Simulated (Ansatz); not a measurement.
Below is the output of a Python script on the Ansatz DFT code, driven from Python that makes a band structure of KNbO₃, space group Pm-3m. Write a script that gives it. Level of theory: PBE, PAW, the default cutoff (420 eV here), Gaussian smearing of 0.05 eV.

```yaml
crystal:
  lattice:
    - [4.02918, 0.00000, 0.00000]
    - [0.00000, 4.02918, 0.00000]
    - [0.00000, 0.00000, 4.02918]
  atoms:
    - { symbol: K, position: [0.00000, 0.00000, 0.00000] }
    - { symbol: Nb, position: [0.50000, 0.50000, 0.50000] }
    - { symbol: O, position: [0.00000, 0.50000, 0.50000] }
    - { symbol: O, position: [0.50000, 0.00000, 0.50000] }
    - { symbol: O, position: [0.50000, 0.50000, 0.00000] }
```

Running `python knbo3_bands.py` prints:
```text
converged          True
n_iterations       6
n_electrons        40.0
n_kpoints          10
n_pw               1309
n_symmetry_ops     48
free_energy_ev     -7797.4960066513595
fermi_energy_ev    8.887697582766382
zero of the bands: 8.888 eV, the Fermi level found on the SCF mesh
channel 0: bands that cross the Fermi level on this path: none
  0.000   0.000   0.000      0.752    0.752
  0.000   0.050   0.000      0.754    0.836
  0.000   0.100   0.000      0.762    1.064
  0.000   0.150   0.000      0.773    1.384
  0.000   0.200   0.000      0.788    1.751
  0.000   0.250   0.000      0.805    2.131
  0.000   0.300   0.000      0.821    2.495
  0.000   0.350   0.000      0.836    2.816
  0.000   0.400   0.000      0.849    3.070
  0.000   0.450   0.000      0.856    3.233
  0.000   0.500   0.000      0.859    3.290
  0.050   0.500   0.000      0.938    3.290
  0.100   0.500   0.000      1.153    3.292
  0.150   0.500   0.000      1.460    3.295
  0.200   0.500   0.000      1.815    3.298
  0.250   0.500   0.000      2.185    3.302
  0.300   0.500   0.000      2.541    3.306
  0.350   0.500   0.000      2.854    3.309
  0.400   0.500   0.000      3.101    3.312
  0.450   0.500   0.000      3.259    3.313
  0.500   0.500   0.000      3.314    3.314
  0.450   0.450   0.000      3.253    3.264
  0.400   0.400   0.000      3.077    3.119
  0.350   0.350   0.000      2.804    2.888
  0.300   0.300   0.000      2.463    2.584
  0.250   0.250   0.000      2.085    2.228
  0.200   0.200   0.000      1.700    1.843
  0.150   0.150   0.000      1.340    1.456
  0.100   0.100   0.000      1.037    1.107
  0.050   0.050   0.000      0.827    0.849
  0.000   0.000   0.000      0.752    0.752
  0.050   0.050   0.050      0.895    0.926
  0.100   0.100   0.100      1.249    1.340
  0.150   0.150   0.150      1.715    1.849
  0.200   0.200   0.200      2.235    2.379
  0.250   0.250   0.250      2.768    2.897
  0.300   0.300   0.300      3.273    3.380
  0.350   0.350   0.350      3.720    3.803
  0.400   0.400   0.400      4.085    4.137
  0.450   0.450   0.450      4.337    4.354
  0.500   0.500   0.500      4.429    4.429
  0.450   0.500   0.450      4.350    4.382
  0.400   0.500   0.400      4.128    4.254
  0.350   0.500   0.350      3.795    4.076
  0.300   0.500   0.300      3.379    3.882
  0.250   0.500   0.250      2.905    3.696
  0.200   0.500   0.200      2.396    3.539
  0.150   0.500   0.150      1.877    3.421
  0.100   0.500   0.100      1.391    3.343
  0.050   0.500   0.050      1.012    3.302
  0.000   0.500   0.000      0.859    3.290
```

One script that gives this output:

The script, `knbo3_bands.py`:
```python
"""Band structure of KNbO3."""

import warnings

import ansatz as az
import numpy as np

warnings.simplefilter("ignore", az.DeckWarning)

lattice = az.Lattice.of(
    (4.02918278, 0.0, 0.0),
    (0.0, 4.02918278, 0.0),
    (0.0, 0.0, 4.02918278),
)
sites = [
    ("K", (0.0, 0.0, 0.0)),
    ("Nb", (0.5, 0.5, 0.5)),
    ("O", (0.0, 0.5, 0.5)),
    ("O", (0.5, 0.0, 0.5)),
    ("O", (0.5, 0.5, 0.0)),
]
cell = az.Crystal(lattice=lattice)
for symbol, position in sites:
    cell = cell.atom(symbol, position)

# vertices of the path, as fractions of the reciprocal vectors
path = [
    ("G", (0.0, 0.0, 0.0)),
    ("X", (0.0, 0.5, 0.0)),
    ("M", (0.5, 0.5, 0.0)),
    ("G", (0.0, 0.0, 0.0)),
    ("R", (0.5, 0.5, 0.5)),
    ("X", (0.0, 0.5, 0.0)),
]
base = (
    cell.calculation()
    .occupations("gaussian", width=0.05)
    .pseudopotentials("paw")
    .kpoints(spacing=0.44)
    .band_structure([point for _, point in path], intervals=10)
    .scf(extra_bands=10)
)
res = base.run(threads=1, pin="off")
report = res.report

for key in ("converged", "n_iterations", "n_electrons", "n_kpoints", "n_pw", "n_symmetry_ops", "free_energy_ev", "fermi_energy_ev"):
    print(f"{key:18s} {report[key]}")

bands = res.band_structure()
fermi = bands.fermi_energy_ev
print(f"zero of the bands: {fermi:.3f} eV, the Fermi level found on the SCF mesh")
for spin, channel in enumerate(bands.channels):
    levels = channel.eigenvalues_ev - fermi
    crossing = [b for b in range(levels.shape[1]) if levels[:, b].min() < 0 < levels[:, b].max()]
    print(f"channel {spin}: bands that cross the Fermi level on this path:", [b + 1 for b in crossing] or "none")
    shown = crossing or sorted(np.argsort(np.abs(levels).min(axis=0))[:2])
    for k, row in zip(bands.kpoints_frac, levels[:, shown]):
        print(f"{k[0]:7.3f} {k[1]:7.3f} {k[2]:7.3f}  ", " ".join(f"{e:8.3f}" for e in row))
```

Notes:
- Absolute energies stand on the zero of these potentials, so only differences at equal settings mean something. A total without «per atom» is that of the cell as typed.
- The run is spin-unpolarised.
- Only differences from the Fermi energy are physical; the zero of the scale is a convention.
- This is a high-temperature or high-pressure form, not the ambient phase.
- In a crystal with a gap the Fermi level's place inside it depends on smearing and mesh.
- No functional is typed, so the default, PBE, holds.
- This cell is a computed structure, which may not be the phase found in nature.
- Gaps and levels are Kohn-Sham values on a finite set of k-points, without spin-orbit coupling.
- Finished in 3.3 s on 1 thread of Arm Neoverse V2 (shared host), peak memory 0.36 GiB.

(Lines on the test bed's own set-up are left out of the output.)
